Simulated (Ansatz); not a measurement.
# Nudged elastic band run: Si8O15, charge +2

Input file:

```yaml
crystal:
  lattice:
    - [-4.1929, -4.1929, 0.0]
    - [4.1929, -4.1929, 0.0]
    - [0.0, 0.0, 5.3408]
  atoms:
    - { symbol: Si, position: [0.46184307, 0.50144709, 0.00142819] }
    - { symbol: Si, position: [0.02197818, 0.50143939, 0.27408614] }
    - { symbol: O, position: [0.16625129, 0.50155562, 0.00146348] }
    - { symbol: O, position: [-0.00702639, 0.20423925, 0.24798437] }
    - { symbol: O, position: [-0.00699956, 0.79873959, 0.24800182] }
    - { symbol: Si, position: [0.52035822, 0.50146513, 0.50142165] }
    - { symbol: Si, position: [0.02193585, 0.50150199, 0.72880342] }
    - { symbol: O, position: [0.21503595, 0.50158286, 0.50149874] }
    - { symbol: O, position: [-0.00703515, 0.20426789, 0.754815] }
    - { symbol: O, position: [0.81689055, 0.50154654, 0.50143656] }
    - { symbol: O, position: [-0.00703448, 0.79876643, 0.75483471] }
    - { symbol: Si, position: [-0.00417304, 0.00153316, 0.00144055] }
    - { symbol: Si, position: [0.49885659, 0.00140683, 0.24917376] }
    - { symbol: O, position: [0.69424381, 0.00140902, 0.00143336] }
    - { symbol: O, position: [0.50933749, 0.6906822, 0.2429347] }
    - { symbol: O, position: [0.30154429, 0.00145957, 0.00140373] }
    - { symbol: O, position: [0.50931533, 0.31229113, 0.24295662] }
    - { symbol: Si, position: [-0.00857337, 0.00146335, 0.50139054] }
    - { symbol: Si, position: [0.49883646, 0.00147762, 0.75368252] }
    - { symbol: O, position: [0.69047213, 0.00147849, 0.50141949] }
    - { symbol: O, position: [0.50936548, 0.69068587, 0.75991664] }
    - { symbol: O, position: [0.30036017, 0.00142363, 0.50143284] }
    - { symbol: O, position: [0.50936854, 0.31229155, 0.75989066] }
total_charge: 2
basis:
  ecutwfc: 420.0
kpoints:
  mp_grid: { grid: [2, 2, 2] }
hamiltonian:
  xc: pbe
  dispersion: d3bj
  pseudopotentials: { kind: paw, azcp: { folder: soft_1 } }
scf:
  occupations: { method: gaussian, width: 0.02 }
  lower_state_search: "off"
neb:
  images: 7
  f_tol: 0.03
  initial_path: linear
  max_iterations: 25
  final_atoms:
    - { symbol: Si, position: [0.53858985, 0.5, 0.0] }
    - { symbol: Si, position: [-0.02149496, 0.5, 0.2726625] }
    - { symbol: O, position: [-0.16581465, 0.5, 0.0] }
    - { symbol: O, position: [0.00754155, 0.20271774, 0.24662604] }
    - { symbol: O, position: [0.00754155, 0.79728226, 0.24662604] }
    - { symbol: Si, position: [0.48009356, 0.5, 0.5] }
    - { symbol: Si, position: [-0.02149496, 0.5, 0.7273375] }
    - { symbol: O, position: [0.18354565, 0.5, 0.5] }
    - { symbol: O, position: [0.00754155, 0.20271774, 0.75337396] }
    - { symbol: O, position: [0.78542688, 0.5, 0.5] }
    - { symbol: O, position: [0.00754155, 0.79728226, 0.75337396] }
    - { symbol: Si, position: [0.00461452, 0.0, 0.0] }
    - { symbol: Si, position: [0.50158202, 0.0, 0.24772829] }
    - { symbol: O, position: [0.69887055, 0.0, 0.0] }
    - { symbol: O, position: [0.49105629, 0.68918129, 0.24150333] }
    - { symbol: O, position: [0.30624497, 0.0, 0.0] }
    - { symbol: O, position: [0.49105629, 0.31081871, 0.24150333] }
    - { symbol: Si, position: [0.00904838, 0.0, 0.5] }
    - { symbol: Si, position: [0.50158202, 0.0, 0.75227171] }
    - { symbol: O, position: [0.70010452, 0.0, 0.5] }
    - { symbol: O, position: [0.49105629, 0.68918129, 0.75849667] }
    - { symbol: O, position: [0.31001031, 0.0, 0.5] }
    - { symbol: O, position: [0.49105629, 0.31081871, 0.75849667] }
  order_check: true
```

Launched with:

```bash
$ ansatz run input.yaml --threads 1 --pin off --max-ram 3072MiB --backend cpu --events-out ev --progress --plain --runs-dir out
```

Output, in part (warnings, iteration lines):

```
NEB end point (image 0): max|allowed force component| = 1.168e-2 eV/Å (the criterion of neb.relax_end_points is 1.000e-2)
NEB end point (image 8): max|allowed force component| = 1.377e-3 eV/Å (the criterion of neb.relax_end_points is 1.000e-2)
NEB iter   1: max|band force component| = 6.109e0 eV/Å  barrier→ = 3.0928 eV  barrier← = 3.0928 eV  Δτ_max = 0.0299 Å  (97 SCF iters)
NEB iter   2: max|band force component| = 3.002e0 eV/Å  barrier→ = 2.5882 eV  barrier← = 2.5882 eV  Δτ_max = 0.0409 Å  (49 SCF iters)
NEB iter   3: max|band force component| = 3.070e-1 eV/Å  barrier→ = 2.3677 eV  barrier← = 2.3677 eV  CI = image 4  Δτ_max = 0.0074 Å  (54 SCF iters)
NEB iter   4: max|band force component| = 1.840e-1 eV/Å  barrier→ = 2.3669 eV  barrier← = 2.3669 eV  CI = image 4  Δτ_max = 0.0085 Å  (42 SCF iters)
NEB iter   5: max|band force component| = 5.665e-2 eV/Å  barrier→ = 2.3668 eV  barrier← = 2.3668 eV  CI = image 4  Δτ_max = 0.0022 Å  (38 SCF iters)
NEB iter   6: max|band force component| = 1.535e-2 eV/Å  barrier→ = 2.3668 eV  barrier← = 2.3668 eV  CI = image 4  CI's point: of a kind that is not told: the force calls were inconclusive, a negative curvature could not be distinguished from the path's own, the only one lies far off the path, or fixed occupations may fill a level only in part  Δτ_max = 0.0000 Å  (276 SCF iters)
```

It converged. By the program's own check the climbing image is of a kind that is not told: the force calls were inconclusive, a negative curvature could not be distinguished from the path's own, the only one lies far off the path, or fixed occupations may fill a level only in part (lowest curvatures found: -8.74 and 3.35 eV/Å²). Limits of this set-up: coarse k mesh, charged cell in a uniform background, uncorrected.

Final band:

| image | path coordinate (Å) | energy (eV) |
| --- | --- | --- |
| 0 | 0.00 | 0.00 |
| 1 | 0.27 | 0.37 |
| 2 | 0.54 | 1.27 |
| 3 | 0.82 | 2.06 |
| 4 | 1.09 | 2.37 |
| 5 | 1.36 | 2.06 |
| 6 | 1.63 | 1.27 |
| 7 | 1.91 | 0.37 |
| 8 | 2.18 | 0.00 |

Time of the run: 9.8 min on 1 thread of Arm Neoverse V1 (shared host), peak memory 0.8 GiB.
